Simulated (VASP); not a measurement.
Here is a VASP 6.6.1 calculation.

INCAR

```
ALGO = Normal
EDIFF = 1E-6
ENCUT = 520
GGA = PE
ISIF = 2
ISMEAR = 0
KPAR = 4
LASPH = T
LCHARG = F
LREAL = F
LWAVE = F
NELM = 80
PREC = Accurate
SIGMA = 0.03
```

KPOINTS

```
k-points
0
Gamma
  8 8 8
```

Contents of POSCAR:

```
C                                       
1.0
    0.0000000000      1.7774542777      1.7774542777
    1.7774542777      0.0000000000      1.7774542777
    1.7774542777      1.7774542777      0.0000000000
  C             
     2
Direct
     0.0000000000000000    0.0000000000000000    0.0000000000000000
     0.2500000000000000    0.2500000000000000    0.2500000000000000
```

KPOINTS_OPT

```
explicit points
6
Reciprocal
 0.0000000000  0.0000000000  0.0000000000 1
 0.3750000000  0.3750000000  0.7500000000 1
 0.5000000000  0.5000000000  0.5000000000 1
 0.6250000000  0.2500000000  0.6250000000 1
 0.5000000000  0.2500000000  0.7500000000 1
 0.5000000000  0.0000000000  0.5000000000 1
```

Potentials or basis: VASP PAW PBE potentials, release 64 (C).

The run is started by

```console
$ cat potpaw_PBE.64/C/POTCAR > POTCAR
$ mpirun -np 4 vasp_std > vasp.out
```

Task: Predict the pressure.

Result: 7.0 GPa.

Task: Predict the band gap along the path.

Result: 4.78 eV, indirect (least direct gap 5.62 eV).

Task: What does it give for the band gap on the k mesh?

Result: 4.15 eV, indirect (least direct gap 5.62 eV).

PBE gaps usually lie below the measured ones, often by a third to a half.
